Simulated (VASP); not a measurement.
# Al (Cmmm) in VASP: a series of runs, part 3 of 3

VASP 6.6.1. Earlier steps stand in the parts before.

### 6 Single point, PBE

This run uses another cell than the first one, of 16.92 Å³/atom, 0.884 times its volume.

INCAR

```
SYSTEM = Al
ALGO = Fast
EDIFF = 1E-6
ENCUT = 520
GGA = PE
ISIF = 2
ISMEAR = 0
LASPH = .TRUE.
LCHARG = .FALSE.
LREAL = .FALSE.
LWAVE = .FALSE.
NBANDS = 8
NELM = 100
PREC = Accurate
SIGMA = 0.1
```

KPOINTS

```
k-points
0
G
  24 24 24
  0 0 0
```

POSCAR

```
Al
1.0
   -1.6174154499      1.6174154499      1.6174154499
    1.6174154499     -1.6174154499      1.6174154499
    1.6174154499      1.6174154499     -1.6174154499
Al
1
Direct
    0.0000000000      0.0000000000      0.0000000000
```

Potentials or basis: VASP PAW PBE potentials, release 64 (Al).

Started as:

```
$ cat potpaw_PBE.64/Al/POTCAR > POTCAR
$ mpirun -np 1 vasp_std > vasp.out
```

OUTCAR:

```text
SYSTEM = Al
   EDIFF = 1E-6
   ENCUT = 520
   GGA = PE
   ISIF = 2
   ISMEAR = 0
   LASPH = .TRUE.
   LREAL = .FALSE.
   NELM = 100
   PREC = Accurate

 ion  position               nearest neighbor table
   1  0.000  0.000  0.000-

  LATTYP: Found a body centered cubic cell.
 ALAT       =     3.2348308998

  Lattice vectors:

 A1 = (  -1.6174154499,   1.6174154499,   1.6174154499)
 A2 = (   1.6174154499,  -1.6174154499,   1.6174154499)
 A3 = (   1.6174154499,   1.6174154499,  -1.6174154499)

Analysis of symmetry for initial positions (statically):
=====================================================================
 Subroutine PRICEL returns:
 Original cell was already a primitive cell.

 Routine SETGRP: Setting up the symmetry group for a
 body centered cubic supercell.

 Subroutine GETGRP returns: Found 48 space group operations
 (whereof 48 operations were pure point group operations)
 out of a pool of 48 trial point group operations.

The static configuration has the point symmetry O_h .

Analysis of symmetry for dynamics (positions and initial velocities):
=====================================================================
 Subroutine PRICEL returns:
 Original cell was already a primitive cell.

 Routine SETGRP: Setting up the symmetry group for a
 body centered cubic supercell.

 Subroutine GETGRP returns: Found 48 space group operations
 (whereof 48 operations were pure point group operations)
 out of a pool of 48 trial point group operations.

The dynamic configuration has the point symmetry O_h .

 Subroutine INISYM returns: Found 48 space group operations
 (whereof 48 operations are pure point group operations),
 and found     1 'primitive' translations

----------------------------------------------------------------------------------------

                                     Primitive cell
[... 105 lines left out ...]
   EFERMI_NEDOS =   21; number of points for ismear=-14 and -15
   IALGO  =     68    algorithm
   IMIX   =      4    mixing-type and parameters
     AMIX     =   0.40;   BMIX     =  1.00
     AMIX_MAG =   1.60;   BMIX_MAG =  1.00
  volume/ion in A,a.u.               =      16.92       114.21
  Fermi-wavevector in a.u.,A,eV,Ry     =   0.919617  1.737824 11.506385  0.845695
  Thomas-Fermi vector in A             =   2.044831
   LORBIT       =      0    0 simple, 1 ext, 2 COOP (PROOUT), +10 PAW based schemes
   GGA     = PE    functional components
   LHFCALC =     F    Hartree Fock is set to
   AEXX    =    0.0000 exact exchange contribution
   IVDW    =     0    specifies the selected vdW correction
   LEPSILON=     F    determine dielectric tensor
   LRPA    =     F    only Hartree local field effects (RPA)
 non-spin polarized calculation
 RMM-DIIS sequential band-by-band and
 Gauss-broadening in eV      SIGMA  =   0.10
  energy-cutoff  :      520.00
  volume of cell :       16.92
 maximum number of plane-waves:       470
 NGX is ok and might be reduce to    24
   NGX = 11   NGY = 11   NGZ = 11

 number of electron       3.0000000 magnetization

 Free energy of the ion-electron system (eV)
  ---------------------------------------------------
  ext. energy  EPLUGINS =         0.00000000
  ---------------------------------------------------
  free energy    TOTEN  =        -3.65160924 eV

  energy without entropy =       -3.64970612  energy(sigma->0) =       -3.65065768

 E-fermi :   7.7189     XC(G=0): -10.1094

 val. band max:        7.6971719941   @ k =   0.3333   0.2500   0.0833
 cond. band min:       7.7454483315   @ k =  -0.3750   0.4167   0.1667
 fundamental gap:      0.0482763374
 Fermi energy:         7.7188709348

 k-point     1 :       0.0000    0.0000    0.0000
  band No.  band energies     occupation
      1      -3.2175      2.00000
      2      20.8536      0.00000
      3      20.8536      0.00000
      4      20.8536      0.00000
      5      22.0717      0.00000
      6      22.0717      0.00000
      7      22.0717      0.00000
      8      23.8622      0.00000
[... 243 lines left out ...]
 k-point    24 :       0.4583    0.0417    0.0000
  band No.  band energies     occupation
      1       3.1584      2.00000
      2       4.3547      2.00000
      3      14.9210      0.00000
      4      15.9547      0.00000
      5      17.9493      0.00000
      6      19.4659      0.00000
      7      27.7942      0.00000
      8      28.9781      0.00000

 [... further k-points ...]
[... 5 lines left out ...]
  --------------------------------------------------------------------------------------
  -------------------------------------------------------------------------------------
  Total       -0.0027363     -0.0027363     -0.0027363      0.0000000     -0.0000000      0.0000000
  in kB       -0.2590286     -0.2590286     -0.2590286      0.0000000     -0.0000000      0.0000000
  external PRESSURE =      -0.2590286 kB  Pullay stress =       0.0000000 kB

 VOLUME and BASIS-vectors are now :
 -----------------------------------------------------------------------------
  energy-cutoff  :      520.00
  volume of cell :       16.92
      direct lattice vectors                 reciprocal lattice vectors
    -1.617415450  1.617415450  1.617415450     0.000000000  0.309135170  0.309135170
     1.617415450 -1.617415450  1.617415450     0.309135170  0.000000000  0.309135170
     1.617415450  1.617415450 -1.617415450     0.309135170  0.309135170  0.000000000

 POSITION                                       TOTAL-FORCE (eV/Angst)
 -----------------------------------------------------------------------------------
      0.00000      0.00000      0.00000        -0.000000      0.000000     -0.000000
 -----------------------------------------------------------------------------------
    total drift:                               -0.000000      0.000000     -0.000000

  FREE ENERGIE OF THE ION-ELECTRON SYSTEM (eV)
  ---------------------------------------------------
  free  energy   TOTEN  =        -3.6516092424 eV

  energy  without entropy=       -3.6497061161  energy(sigma->0) =       -3.65065768
```

OSZICAR:

```text
N       E                     dE             d eps       ncg     rms          rms(c)
DAV:   1    -0.230149184050E+01   -0.23015E+01   -0.82451E+02  6616   0.202E+02
DAV:   2    -0.366883514893E+01   -0.13673E+01   -0.13226E+01  9408   0.185E+01
DAV:   3    -0.367533890457E+01   -0.65038E-02   -0.65021E-02  8128   0.141E+00
DAV:   4    -0.367535655327E+01   -0.17649E-04   -0.17648E-04  9848   0.673E-02
DAV:   5    -0.367535662497E+01   -0.71704E-07   -0.71842E-07  8192   0.283E-03    0.121E+00
RMM:   6    -0.366135315154E+01    0.14003E-01   -0.12894E-03  6611   0.197E-01    0.702E-01
RMM:   7    -0.365159252227E+01    0.97606E-02   -0.40308E-03  7441   0.333E-01    0.115E-01
RMM:   8    -0.365160684134E+01   -0.14319E-04   -0.16992E-04  7225   0.815E-02    0.203E-02
RMM:   9    -0.365160947087E+01   -0.26295E-05   -0.22786E-05  7343   0.295E-02    0.118E-02
RMM:  10    -0.365160924240E+01    0.22847E-06   -0.45139E-06  7485   0.131E-02
   1 F= -.36516092E+01 E0= -.36506577E+01  d E =-.190313E-02
```

stdout:

```text
POSCAR found type information on POSCAR Al
 POSCAR found :  1 types and       1 ions
 scaLAPACK will be used
 LDA part: xc-table for (Slater+PW92), standard interpolation
 POSCAR, INCAR and KPOINTS ok, starting setup
 FFT: planning ... GRIDC
 FFT: planning ... GRID_SOFT
 FFT: planning ... GRID
 WAVECAR not read
 entering main loop
```

It took 24 s on 1 thread of AMD EPYC 9R45 (Zen 5), shared host; peak memory 0.14 GiB.

What came out:

```
Free energy            : -3.6516 eV
Pressure               : 0.0 GPa
Band gap on the k mesh : none (metal or under the smearing width)
```

### 7 Overview

| task | cell | k mesh | cutoff (eV) | mesh quality | gap on the mesh (eV) | pressure (GPa) |
| --- | --- | --- | --- | --- | --- | --- |
| single point | Cmmm, 19.14 Å³/atom | 8 × 8 × 6 | 520 | coarse | none | 14.3 |
| single point | Cmmm, 18.84 Å³/atom | 8 × 8 × 6 | 520 | coarse | none | 0.1 |
| relaxation of cell and atoms | relaxed | 8 × 8 × 6 | 600 | coarse | none | -0.1 |
| single point | R-3m, 19.14 Å³/atom | 6 × 6 × 6 | 520 | coarse | none | 79.2 |
| single point | Im-3m, 16.92 Å³/atom | 24 × 24 × 24 | 520 | not flagged | none | 0.0 |

Alike in all rows: level PBE; potentials or basis VASP PAW PBE potentials, release 64 (Al); no spin polarisation; smearing gaussian 0.1 eV.

Caveats: some runs use coarse meshes; a pressure of tens of GPa on the cell as given is suspect, and the run, the potentials or the cell itself is likely at fault (some runs); forces of over 1 eV/Å show positions far from the minimum, so gaps and moduli don't describe the material at rest (some runs).

Absolute energies hang on the potentials; compare differences alone.
